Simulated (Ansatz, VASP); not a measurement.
## Gd in VASP and in Ansatz

Contents of INCAR:

```
SYSTEM = Gd
  PREC = Accurate
  ENCUT = 600
  EDIFF = 1E-6
  ISMEAR = 0
  SIGMA = 0.05
  LREAL = .FALSE.
  LASPH = .TRUE.
  NELM = 150
  ALGO = Normal
  ISIF = 3
  LWAVE = .FALSE.
  LCHARG = .FALSE.
  ISPIN = 2
  MAGMOM = 7 7
  LORBIT = 11
  LMAXMIX = 6
  GGA = PE
  IBRION = 2
  NSW = 80
  EDIFFG = -0.03
```

Contents of KPOINTS:

```
regular mesh
0
G
  6 6 4
  0 0 0
```

File POSCAR:

```
Gd
1.0
    3.6360000000      0.0000000000      0.0000000000
   -1.8180000000      3.1488683682      0.0000000000
    0.0000000000      0.0000000000      5.7826000000
Gd
2
Direct
    0.3333333333      0.6666666667      0.2500000000
    0.6666666667      0.3333333333      0.7500000000
```

Input for Ansatz:

```yaml
crystal:
  lattice:
    - [3.636, 0.0, 0.0]
    - [-1.818, 3.1488683682, 0.0]
    - [0.0, 0.0, 5.7826]
  atoms:
    - { symbol: Gd, position: [0.3333333333, 0.6666666667, 0.25], spin: 7.0 }
    - { symbol: Gd, position: [0.6666666667, 0.3333333333, 0.75], spin: 7.0 }
basis:
  ecutwfc: 420
  ecutrho_ratio: 4
kpoints:
  mp_grid: { grid: [6, 6, 4] }
hamiltonian:
  xc: pbe
scf:
  occupations: { method: gaussian, width: 0.05 }
output:
  forces: true
  stress: true
  eigenvalues: true
  populations: true
magnetization:
  spin_polarized: true
relax:
  f_tol: 0.03
  max_steps: 60
  cell: { stress_tol: 0.3 }
```

Alike in both runs: task relaxation of cell and atoms; functional PBE; k mesh 6 × 6 × 4; occupations gaussian, width 0.05 eV; collinear spin.

|  | VASP | Ansatz |
| --- | --- | --- |
| version | VASP 6.6.1 | Ansatz 0.2.0 |
| potentials or method | VASP PAW PBE potentials, release 64 (Gd) | scalar-relativistic, plane waves, PAW |
| plane-wave cutoff (eV) | 600 | 420 |
| valence electrons in the cell | 36 | 36 |

VASP gave:

* gap on the k mesh at the Fermi level, each at its own relaxed structure (eV): none
* net moment per atom (μB): 7.70
* size of the moment on the site where the two differ most (μB): 7.01
* relaxed volume (Å³/atom): 33.50
* relaxed cell length with the largest relative difference (Å): 5.815

Problem. What did Ansatz give for the same quantities?

Solution. gap on the k mesh at the Fermi level, each at its own relaxed structure (eV): none; net moment per atom (μB): 7.70; size of the moment on the site where the two differ most (μB): 7.39; relaxed volume (Å³/atom): 33.51; relaxed cell length with the largest relative difference (Å): 5.819.

Site moments also hang on the region over which each program counts them. A gap of «none» marks a metal or a gap that the smearing closes.

Caveats: spin-orbit coupling is left out, which moves the levels of the heavy elements. PBE usually gives volumes a little too large and moduli too small. The state reached can hang on the start; a lower one may exist.
